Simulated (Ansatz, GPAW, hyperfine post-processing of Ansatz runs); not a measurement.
## KMgF3: muon and muonium states

Aim: the sites at which an implanted muon comes to rest in KMgF3, and what a muon-spin experiment would see there. The muon is a hydrogen atom in the runs.

Method: DFT, PBE, plane-wave PAW, PAW set soft_1, spin-polarised where the cell is neutral, scalar-relativistic, in Ansatz 0.2.0.

Most raw output is cut from this account.

### Step 1. Starting point

The cell holds 21 atoms: 4 K, 4 Mg, 12 F and 1 H. Cell: a = 6.904 Å, b = 6.904 Å, c = 6.904 Å, α = 109.5°, β = 109.5°, γ = 109.5°. It derives from KMgF3. Nearest the centre at fractional (0.009, 0.256, 0.760): H21 at 0.00 Å, F9 at 1.94 Å, K3 at 1.96 Å, F19 at 1.97 Å, F20 at 2.01 Å, K2 at 2.02 Å, F11 at 2.04 Å, Mg5 at 2.77 Å. The cell carries charge +1.

### Step 2. Start at (0.009, 0.256, 0.760), cell charge +1

The muon is put into a void, 1.94 Å from the nearest atom. The cell has one electron fewer, as for a bare positive muon.

Contents of input.yaml:

```yaml
crystal:
  lattice:
    - [3.9859, -3.9859, -3.9859]
    - [-3.9859, 3.9859, -3.9859]
    - [3.9859, 3.9859, 3.9859]
  atoms:
    - { symbol: K, position: [0.5, 0.5, 0.5] }
    - { symbol: K, position: [0.0, 0.0, 0.5] }
    - { symbol: K, position: [0.0, 0.5, 0.0] }
    - { symbol: K, position: [0.5, 0.0, 0.0] }
    - { symbol: Mg, position: [0.5, 0.5, 0.0] }
    - { symbol: Mg, position: [0.0, 0.0, 0.0] }
    - { symbol: Mg, position: [0.0, 0.5, 0.5] }
    - { symbol: Mg, position: [0.5, 0.0, 0.5] }
    - { symbol: F, position: [0.25, 0.25, 0.0] }
    - { symbol: F, position: [0.75, 0.75, 0.0] }
    - { symbol: F, position: [0.75, 0.25, 0.5] }
    - { symbol: F, position: [0.25, 0.75, 0.5] }
    - { symbol: F, position: [0.5, 0.75, 0.25] }
    - { symbol: F, position: [0.0, 0.25, 0.25] }
    - { symbol: F, position: [0.0, 0.75, 0.75] }
    - { symbol: F, position: [0.5, 0.25, 0.75] }
    - { symbol: F, position: [0.75, 0.5, 0.25] }
    - { symbol: F, position: [0.25, 0.0, 0.25] }
    - { symbol: F, position: [0.25, 0.5, 0.75] }
    - { symbol: F, position: [0.75, 0.0, 0.75] }
    - { symbol: H, position: [0.00878, 0.25627, 0.76004] }
total_charge: 1
kpoints:
  mp_grid: { grid: [2, 2, 2] }
scf:
  lower_state_search: "off"
  occupations: { method: fermi_dirac, width: 0.02 }
hamiltonian:
  xc: pbe
  pseudopotentials: { kind: paw, azcp: { folder: soft_1 } }
output:
  forces: true
# [... lines on directions and stored grids left out ...]
relax:
  f_tol: 0.03
  max_steps: 35
```

Command:

```console
$ ansatz run input.yaml --threads 4 --pin off --max-ram 8192MiB --backend cpu --events-out ev --progress --plain --runs-dir out
```

Elapsed: 25 s, on 4 threads of Arm Neoverse V2, shared host; peak memory 0.85 GiB.

The steps of the relaxation:

```csv
step,energy less that of the first step (eV),largest force component (eV/Å)
1,0.0000,1.9159
2,-1.0736,1.3763
3,-1.8124,1.4679
4,-2.4051,2.3060
5,-2.8035,2.5069
6,-3.2106,0.9649
7,-3.4279,0.4817
8,-3.4989,0.1901
9,-3.5021,0.0146
10,-3.5021,0.0139
```

The atoms that moved most (Å):

```csv
atom,dx,dy,dz,length
H21,0.638,-0.029,-0.663,0.921
F19,0.056,0.001,0.343,0.347
F9,-0.337,0.001,-0.055,0.341
K3,-0.065,0.176,0.067,0.199
K2,-0.065,-0.173,0.067,0.197
Mg5,0.115,0.001,-0.114,0.162
F10,-0.084,0.001,-0.001,0.084
F17,0.003,0.001,0.082,0.082
```

The relaxed structure:

```xyz
21
Lattice="3.9859 -3.9859 -3.9859 -3.9859 3.9859 -3.9859 3.9859 3.9859 3.9859" Properties=species:S:1:pos:R:3 pbc="T T T"
K     1.9781    1.9939   -1.9773
K     1.9275    1.8200    2.0595
K    -2.0584    2.1688   -1.9264
K     1.9781   -1.9911   -1.9772
Mg    0.1148    0.0014   -4.1003
Mg   -0.0617    0.0014    0.0391
Mg   -0.0372    3.9873    0.0630
Mg    3.9637    0.0014    0.0233
F    -0.3368    0.0014   -2.0478
F    -0.0841    0.0014   -5.9803
F     3.9757    0.0014   -1.9590
F     0.0332    3.9873   -1.9338
F    -0.0360    1.9548   -3.9488
F     0.0150    1.9944   -0.0136
F     0.0149    5.9802   -0.0136
F     3.9499    2.0340    0.0372
F     1.9955    0.0014   -3.9037
F     1.9351    0.0014   -0.0292
F     2.0494    3.9873    0.3428
F     5.9461    0.0015    0.0075
H     2.6815    3.9873    1.3104
```

Nearest to the muon at the end: F 1.15 Å, F 1.16 Å, Mg 2.01 Å, K 2.41 Å, K 2.41 Å, F 2.65 Å. The second moment of the nuclear dipoles gives a zero-field width Δ of 1.483 μs⁻¹; so close to fluorine the signal oscillates rather than decays.

With ¹⁹F at 1.15 Å and ¹⁹F at 1.16 Å as the nearest spin-1/2 nuclei, the zero-field signal is simulated from their dipoles alone.

Zero field, powder, muon with the nuclei of the cluster table alone, static positions. Table of muon polarisation, P(t) by time:

time (μs), muon polarisation, P(t) and a bar:
```
      0.0       1.00 ##############################
      0.5       0.57 #################
      1.0       0.13 ###
      1.5       0.44 #############
      2.0       0.66 ####################
      2.5       0.33 ##########
      3.0       0.22 ######
      3.5       0.40 ############
      4.0       0.26 ########
      4.5       0.13 ###
      5.0       0.47 ##############
      5.5       0.58 #################
      6.0       0.13 ####
      6.5       0.12 ###
      7.0       0.73 ######################
      7.5       0.78 #######################
      8.0       0.23 #######
      8.5       0.22 ######
      9.0       0.65 ###################
      9.5       0.59 ##################
     10.0       0.31 #########
     10.5       0.43 #############
     11.0       0.46 ##############
     11.5       0.21 ######
     12.0       0.37 ###########
     12.5       0.76 #######################
     13.0       0.49 ##############
     13.5       0.02 
     14.0       0.32 #########
     14.5       0.76 #######################
     15.0       0.41 ############
```

The relaxation ends 167 meV an atom lower, with a largest force component of 0.014 eV/Å.

### Step 3. Start at (0.009, 0.256, 0.760), neutral cell

The muon is put into a void, 1.94 Å from the nearest atom. The cell keeps the electron, as for muonium.

Edit input.yaml of step 2 so:

```diff
@@ -26,4 +26,5 @@
     - { symbol: F, position: [0.75, 0.0, 0.75] }
-    - { symbol: H, position: [0.00878, 0.25627, 0.76004] }
-total_charge: 1
+    - { symbol: H, position: [0.00878, 0.25627, 0.76004], spin: 0.8 }
+magnetization:
+  spin_polarized: true
 kpoints:
```

Wall time 21 s (4 threads); peak memory 0.99 GiB; 82 s of CPU time.

The steps of the relaxation:

```csv
step,energy less that of the first step (eV),largest force component (eV/Å)
1,0.0000,1.4429
2,-0.3353,0.3534
3,-0.3270,0.3317
4,-0.3966,0.0228
```

Relaxation step 3 was tried and not accepted.

The atoms that moved most (Å):

```csv
atom,dx,dy,dz,length
K3,0.000,0.225,0.000,0.225
K2,0.000,-0.221,0.000,0.221
F9,0.112,0.001,-0.001,0.112
F19,0.002,0.001,-0.109,0.109
F20,0.002,0.001,0.105,0.105
F11,-0.102,0.001,-0.001,0.102
H21,-0.038,-0.027,0.015,0.049
Mg8,0.015,0.001,-0.014,0.020
```

Final coordinates:

```xyz
21
Lattice="3.9859 -3.9859 -3.9859 -3.9859 3.9859 -3.9859 3.9859 3.9859 3.9859" Properties=species:S:1:pos:R:3 pbc="T T T"
K     1.9950    1.9941   -1.9938
K     1.9931    1.7723    1.9929
K    -1.9928    2.2179   -1.9930
K     1.9950   -1.9918   -1.9938
Mg   -0.0111    0.0013   -3.9736
Mg   -0.0110    0.0013   -0.0138
Mg    0.0148    3.9872    0.0121
Mg    4.0006    0.0013   -0.0136
F     0.1117    0.0007   -1.9936
F     0.0153    0.0018   -5.9796
F     3.8839    0.0007   -1.9936
F    -0.0123    3.9877   -1.9938
F     0.0009    1.9940   -3.9858
F     0.0011    1.9941   -0.0012
F     0.0020    5.9803   -0.0004
F     3.9877    1.9945   -0.0008
F     1.9949    0.0018   -4.0003
F     1.9950    0.0018    0.0132
F     1.9947    3.9866   -0.1088
F     5.9806    0.0007    0.1050
H     2.0052    3.9887    1.9881
```

The contact field at the muon comes from GPAW, on the relaxed positions.

Contents of scf.py:

```python
from ase import Atoms
from gpaw import GPAW, PW, FermiDirac, MixerDif

atoms = Atoms(['K', 'K', 'K', 'K', 'Mg', 'Mg', 'Mg', 'Mg', 'F', 'F', 'F', 'F', 'F', 'F', 'F', 'F', 'F', 'F', 'F', 'F', 'H'],
              cell=[[3.9859, -3.9859, -3.9859], [-3.9859, 3.9859, -3.9859], [3.9859, 3.9859, 3.9859]],
              scaled_positions=[[0.500354, 0.500247, 0.500398], [3.5e-05, -0.027664, 0.47235], [3.4e-05, 0.528228, 0.02824], [0.500355, 0.000247, 0.000399], [0.497068, 0.498624, -0.00123], [0.000343, 0.001889, -0.00122], [0.000345, 0.498649, 0.502023], [0.503552, 0.001865, 0.502014], [0.264103, 0.250178, 0.014107], [0.752024, 0.750328, 0.002152], [0.737294, 0.250178, 0.487297], [0.248556, 0.750328, 0.498683], [0.500101, 0.750121, 0.250246], [0.000291, 0.250306, 0.250285], [0.000291, 0.750223, 0.750423], [0.500322, 0.250294, 0.750418], [0.752056, 0.502033, 0.250479], [0.248598, -0.001426, 0.250479], [0.263871, 0.513744, 0.750308], [0.73705, -0.013078, 0.750308], [0.002138, 0.250955, 0.751882]],
              magmoms=[0.0, 0.0, 0.0, 0.0, 0.0, 0.0, 0.0, 0.0, 0.051, 0.0, 0.049, 0.0, 0.0, 0.0, 0.0, 0.0, 0.0, 0.0, 0.051, 0.05, 0.799], pbc=True)
atoms.calc = GPAW(mode=PW(500), xc='PBE', kpts={'size': (2, 2, 2), 'gamma': True}, charge=0, spinpol=True,
                  occupations=FermiDirac(0.03, fixmagmom=True), mixer=MixerDif(0.12, 6, 30),
                  convergence={'density': 1e-5}, maxiter=150, symmetry={'tolerance': 1e-4}, legacy_gpaw=True, txt='scf.txt')
print('energy', atoms.get_potential_energy())
print('moment', atoms.get_magnetic_moment())
atoms.calc.write('gs.gpw')
```

Command:

```console
$ OMP_NUM_THREADS=1 mpirun -n 4 gpaw python scf.py > gpaw.log
```

Wall time 11 min (4 MPI ranks); 45 min of CPU time.

Contents of analyse.py:

```python
# [... imports and print statements left out ...]
calc = GPAW('gs.gpw', legacy_gpaw=True, txt=None)
two_s = 1  # unpaired electrons
g_n = {'K': 0.26098, 'Mg': -0.34218, 'F': 5.257736, 'H': 5.58569468}
valence = hyperfine_parameters(calc, exclude_core=True)
full = valence.copy()
unit = np.pi * alpha**2 * G_FACTOR_E * _me / _mp * Ha
for a, s in enumerate(atoms.symbols):  # the response of the frozen core, atom by atom
    args = unpack_density(calc.density.D_asp[a]), calc.wfs.setups[a], calc.hamiltonian.xc
        full[a] += (paw_correction(*args, False) - paw_correction(*args, True)) * unit
for a, s in enumerate(atoms.symbols):
    A = full[a] * g_n.get(s, 0) * mhz / two_s
    V = valence[a] * g_n.get(s, 0) * mhz / two_s
```

Command:

```console
$ OMP_NUM_THREADS=1 python3 analyse.py > python.log
```

Elapsed: 1.4 s, on 1 MPI rank.

Nearest to the muon at the end: F 2.09 Å, F 2.10 Å, F 2.10 Å, F 2.11 Å, K 2.22 Å, K 2.22 Å. The cell keeps 1.00 μB; muon coupling A_iso 4653 MHz (the proton's value times 3.183).

### Step 4. Start at (0.125, 0.000, -0.125), cell charge +1

The muon is put 1.41 Å from its nearest atom, a rough guess at a bonding site. The cell has one electron fewer, as for a bare positive muon.

Edit input.yaml of step 3 so:

```diff
@@ -26,5 +26,4 @@
     - { symbol: F, position: [0.75, 0.0, 0.75] }
-    - { symbol: H, position: [0.00878, 0.25627, 0.76004], spin: 0.8 }
-magnetization:
-  spin_polarized: true
+    - { symbol: H, position: [0.125, 0.0, -0.125] }
+total_charge: 1
 kpoints:
@@ -39,3 +38,2 @@
   forces: true
-# [... lines on directions and stored grids left out ...]
 relax:
```

Command:

```console
$ ansatz run input.yaml --threads 4 --pin off --max-ram 8192MiB --backend cpu --events-out ev --progress --plain --runs-dir out
```

Run time: 11 s. Hardware: 4 threads; peak memory 0.81 GiB.

Step by step:

```csv
step,energy less that of the first step (eV),largest force component (eV/Å)
1,0.0000,6.0348
2,-1.9456,3.0815
3,-2.9668,1.0148
4,-2.9658,0.5136
5,-3.1295,0.3176
6,-3.1432,0.1885
7,-3.1501,0.0412
8,-3.1505,0.0050
```

Relaxation step 4 was tried and not accepted.

Forces are held to the 4 operations that the run works with; a distortion that breaks them can't arise in this run.

The atoms that moved most (Å):

```csv
atom,dx,dy,dz,length
H21,0.000,-0.267,-0.267,0.378
F15,0.000,0.100,-0.296,0.312
F9,0.000,-0.296,0.100,0.312
Mg6,0.000,0.160,0.160,0.226
K2,-0.175,-0.022,-0.022,0.178
K4,0.175,-0.022,-0.022,0.178
F17,0.000,0.061,0.061,0.086
F19,0.000,0.061,0.061,0.086
```

Nearest to the muon at the end: F 1.15 Å, F 1.15 Å, Mg 2.01 Å, K 2.41 Å, K 2.41 Å, F 2.66 Å. The second moment of the nuclear dipoles gives a zero-field width Δ of 1.484 μs⁻¹; so close to fluorine the signal oscillates rather than decays.

### Step 5. Start at (0.159, 0.000, -0.159), neutral cell

The electron is added to the relaxed positive state, to see whether it binds there.

Contents of input.yaml:

```yaml
crystal:
  lattice:
    - [3.9859, -3.9859, -3.9859]
    - [-3.9859, 3.9859, -3.9859]
    - [3.9859, 3.9859, 3.9859]
  atoms:
    - { symbol: K, position: [0.495960077, 0.5, 0.504039923] }
    - { symbol: K, position: [-0.0191911959, 0.0, 0.4751761239] }
    - { symbol: K, position: [-0.004039923, 0.5, 0.004039923] }
    - { symbol: K, position: [0.5248238761, 0.0, 0.0191911959] }
    - { symbol: Mg, position: [0.4989772814, 0.4970077892, -0.0019694922] }
    - { symbol: Mg, position: [-0.0200747996, 0.0, 0.0200747996] }
    - { symbol: Mg, position: [0.0019694922, 0.5029922108, 0.5010227186] }
    - { symbol: Mg, position: [0.4970873237, 0.0, 0.5029126763] }
    - { symbol: F, position: [0.2374335566, 0.2003337792, -0.0370997775] }
    - { symbol: F, position: [0.7440587879, 0.7393014537, -0.0047573342] }
    - { symbol: F, position: [0.7515464355, 0.2612988209, 0.5097523854] }
    - { symbol: F, position: [0.2483665528, 0.7532871161, 0.5049205633] }
    - { symbol: F, position: [0.4902476146, 0.7387011791, 0.2484535645] }
    - { symbol: F, position: [0.0047573342, 0.2606985463, 0.2559412121] }
    - { symbol: F, position: [0.0370997775, 0.7996662208, 0.7625664434] }
    - { symbol: F, position: [0.4950794367, 0.2467128839, 0.7516334472] }
    - { symbol: F, position: [0.7423631748, 0.5, 0.2576368252] }
    - { symbol: F, position: [0.2438180443, 0.0, 0.2461912037] }
    - { symbol: F, position: [0.2423631748, 0.5, 0.7576368252] }
    - { symbol: F, position: [0.7538087963, 0.0, 0.7561819557] }
    - { symbol: H, position: [0.1585451821, 0.0, -0.1585451821], spin: 0.8 }
magnetization:
  spin_polarized: true
kpoints:
  mp_grid: { grid: [2, 2, 2] }
scf:
  lower_state_search: "off"
  occupations: { method: fermi_dirac, width: 0.02 }
hamiltonian:
  xc: pbe
  pseudopotentials: { kind: paw, azcp: { folder: soft_1 } }
output:
  forces: true
# [... lines on directions and stored grids left out ...]
relax:
  f_tol: 0.03
  max_steps: 35
```

Elapsed: 33 s, on 4 threads; peak memory 0.89 GiB.

Relaxation path:

```csv
step,energy less that of the first step (eV),largest force component (eV/Å)
1,0.0000,1.0439
2,-0.1075,1.1157
3,-1.0267,2.9828
4,-2.0585,1.4552
5,-2.6586,0.2265
6,-2.7434,0.1213
7,-2.7729,0.0551
8,-2.7826,0.0117
9,-2.7830,0.0185
```

Forces are held to the 4 operations that the run works with; a distortion that breaks them can't arise in this run.

The atoms that moved most (Å):

```csv
atom,dx,dy,dz,length
H21,0.000,-0.686,-0.686,0.970
F9,0.000,0.451,-0.053,0.454
F15,0.000,-0.053,0.451,0.454
Mg6,0.000,-0.127,-0.127,0.180
K4,0.047,0.073,0.073,0.113
K2,-0.047,0.073,0.073,0.113
F12,0.000,-0.101,0.034,0.107
F16,0.000,0.034,-0.101,0.107
```

Final coordinates:

```xyz
21
Lattice="3.9859 -3.9859 -3.9859 -3.9859 3.9859 -3.9859 3.9859 3.9859 3.9859" Properties=species:S:1:pos:R:3 pbc="T T T"
K     1.9929    2.0383   -1.9476
K     1.7710    2.0434    2.0434
K    -1.9929    2.0383   -1.9476
K     2.2149   -1.9425   -1.9425
Mg    0.0000    0.0331   -3.9232
Mg    0.0000    0.0331    0.0331
Mg    0.0000    4.0486    0.0331
Mg    3.9859    0.0620    0.0620
F     0.0000    0.1553   -1.9453
F     0.0000    0.0633   -5.9310
F     3.9859    0.0322   -1.9454
F     0.0000    3.9236   -1.9459
F     0.0000    2.0405   -3.9537
F     0.0000    2.0408    0.0633
F     0.0000    6.0265    0.1553
F     3.9859    2.0400   -0.0623
F     1.9930    0.0477   -3.9382
F     1.9936    0.0484    0.0484
F     1.9929    4.0336    0.0477
F     5.9782    0.0484    0.0484
H     0.0000   -1.9499   -1.9499
```

Contents of scf.py:

```python
from ase import Atoms
from gpaw import GPAW, PW, FermiDirac, MixerDif

atoms = Atoms(['K', 'K', 'K', 'K', 'Mg', 'Mg', 'Mg', 'Mg', 'F', 'F', 'F', 'F', 'F', 'F', 'F', 'F', 'F', 'F', 'F', 'F', 'H'],
              cell=[[3.9859, -3.9859, -3.9859], [-3.9859, 3.9859, -3.9859], [3.9859, 3.9859, 3.9859]],
              scaled_positions=[[0.494314, 0.5, 0.505686], [-0.034174, 0.0, 0.478484], [-0.005686, 0.5, 0.005686], [0.521516, 0.0, 0.034174], [0.492138, 0.496296, 0.004158], [-0.004149, 0.0, 0.004149], [-0.004158, 0.503704, 0.507862], [0.492224, 0.0, 0.507776], [0.244022, 0.263505, 0.019483], [0.744001, 0.751941, 0.00794], [0.744031, 0.248067, 0.504036], [0.244094, 0.736284, 0.49219], [0.495964, 0.751933, 0.255969], [-0.00794, 0.248059, 0.255999], [-0.019483, 0.736495, 0.755978], [0.50781, 0.263716, 0.755906], [0.744018, 0.5, 0.255982], [0.244006, 0.0, 0.25616], [0.244018, 0.5, 0.755982], [0.74384, -0.0, 0.755994], [0.244596, 0.0, -0.244596]],
              magmoms=[0.0, 0.0, 0.0, 0.0, 0.0, 0.0, 0.0, 0.0, 0.049, 0.0, 0.0, 0.051, 0.0, 0.0, 0.049, 0.051, 0.0, 0.0, 0.0, 0.0, 0.8], pbc=True)
atoms.calc = GPAW(mode=PW(500), xc='PBE', kpts={'size': (2, 2, 2), 'gamma': True}, charge=0, spinpol=True,
                  occupations=FermiDirac(0.03, fixmagmom=True), mixer=MixerDif(0.12, 6, 30),
                  convergence={'density': 1e-5}, maxiter=150, symmetry={'tolerance': 1e-4}, legacy_gpaw=True, txt='scf.txt')
print('energy', atoms.get_potential_energy())
print('moment', atoms.get_magnetic_moment())
atoms.calc.write('gs.gpw')
```

Command:

```console
$ OMP_NUM_THREADS=1 mpirun -n 4 gpaw python scf.py > gpaw.log
```

The job ended after 3.4 min (4 MPI ranks).

analyse.py is that of step 3.

Command:

```console
$ OMP_NUM_THREADS=1 python3 analyse.py > python.log
```

Run time: 1.4 s. Hardware: 1 MPI rank.

Nearest to the muon at the end: F 2.10 Å, F 2.10 Å, F 2.11 Å, F 2.11 Å, K 2.21 Å, K 2.21 Å. The cell keeps 1.00 μB; muon coupling A_iso 4653 MHz (the proton's value times 3.183).

### Step 6. The sites together

```csv
start,cell charge,energy above the lowest of this charge (eV),nearest atoms (Å),A_iso (MHz),Δ (μs⁻¹)
1,+1,0.00,"F 1.15, F 1.16",-,1.483
1,0,0.00,"F 2.09, F 2.10",4653,-
2,+1,0.00,"F 1.15, F 1.15",-,1.484
2,0,0.00,"F 2.10, F 2.10",4653,-
```

### Step 7. What came out

```
lowest site found, positive muon : F 1.15, F 1.15 Å; Δ 1.484 μs⁻¹
lowest site found, muonium       : F 2.10, F 2.10 Å; A_iso 4653 MHz
```

The positive muon sits between two fluorines, the F–μ–F state. The lowest neutral state keeps 104 % of free muonium's measured coupling (4463 MHz, which PBE overshoots by a few per cent), a compact atom in a cage. In zero field the polarisation of the positive muon would oscillate slowly, by dipolar coupling to the two nearest spins. Free of nuclear spins, muonium would precess near 14 MHz per mT in a weak transverse field; couplings to neighbouring nuclei split and damp that line. Two starts end with the same nearest neighbours, probably on sites alike in the crystal; the cell's shape and the force tolerance can still part their energies a little. Only a few starting points were tried, so a lower site may exist. The muon is held at rest: its zero-point motion, several tenths of an eV, can reorder sites and changes contact couplings. A charged cell sits in a uniform background, and the muon's images lie only 6.9 Å apart, which can shift site energies by tenths of an eV. Semilocal functionals tend to spread the electron of a neutral centre too far.

[Logs are printed without paths, hosts, clocks, repeated set-up lines and the standing remarks that a program may print on its own settings, such as how far it seeks lower states.]

[Hosts, paths, dates, database ids (printed as entryN), source tags and the programs' standing remarks are cut or masked in the printed files.]
